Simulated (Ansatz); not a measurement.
Method: DFT PBE, scalar-relativistic, plane waves, PAW in Ansatz. Settings: cutoff 420 eV, Γ-centred meshes spaced at most about 0.3 Å⁻¹, and about 0.25 Å⁻¹ or finer for metals (2π included), Gaussian smearing. No spin polarisation.

All energies are static (0 K, no zero-point motion).

Two relaxed structures of Si7N:

A. Space group P-43m (No. 215), cubic, a = 5.190 Å. Si on a site of symmetry 3m has 1 N at 2.02 Å and 3 Si at 2.33 Å; Si on a site of symmetry -42m has 4 Si at 2.33 Å; around N lie 4 Si at 2.02 Å.

B. Space group P6_3mc (No. 186), hexagonal, a = 7.334 Å, c = 5.928 Å. Around Si on a site of symmetry 3m lie 1 N at 1.90 Å and 3 Si at 2.31 Å; Si on a site of symmetry m has 4 Si at 2.31–2.36 Å; Si on a second site of symmetry m has 1 N at 1.96 Å and 3 Si at 2.36 Å; around N lie 4 Si at 1.90–1.96 Å.

Task: Which form is favoured at zero pressure, and by what margin per atom?

Result: B is lower, by 75 meV/atom. A has space group P-43m (No. 215), 17.5 Å³/atom and no gap on its mesh; B has space group P6_3mc (No. 186), 17.3 Å³/atom and no gap. A and B both hold Si–Si bonds in all directions. Even the lower one lies +0.08 eV/atom against the reference forms of the elements (uncorrected), a margin that errors in the energy of the gaseous reference can exceed. Both come from invented guesses. The lowest form computed isn't among them: it has space group R-3m (No. 166), 18.2 Å³/atom and lies 46 meV/atom below the best shown.

Cells relaxed within their symmetry can be saddle points. Some candidate types were left out of the draw beforehand, so a known form may be missing.

B is favoured over A by 75 meV/atom, and the difference probably originates around nitrogen. Both structures look like tetrahedral silicon networks with nitrogen on a silicon site, cubic diamond-like in A and hexagonal in B. Pure silicon prefers the cubic stacking, so the host alone would favour A. Nitrogen is much smaller than silicon and pulls its neighbours inward, but the rigid network resists. B allows Si–N contacts of 1.90–1.96 Å against 2.02 Å in A, which suggests stronger polar bonding. Even these are long compared with silicon nitride, where nitrogen has three near-planar silicon neighbours, so the site remains strained in both forms.

The missing gap fits the electron count: nitrogen brings one more valence electron than the silicon it replaces, and in a fully bonded tetrahedral network this must enter antibonding conduction states. The ordering therefore describes two strained, electron-rich networks, not the preferred bonding of nitrogen in silicon. Stability against separation into silicon and Si3N4, the more relevant competitor, isn't tested.
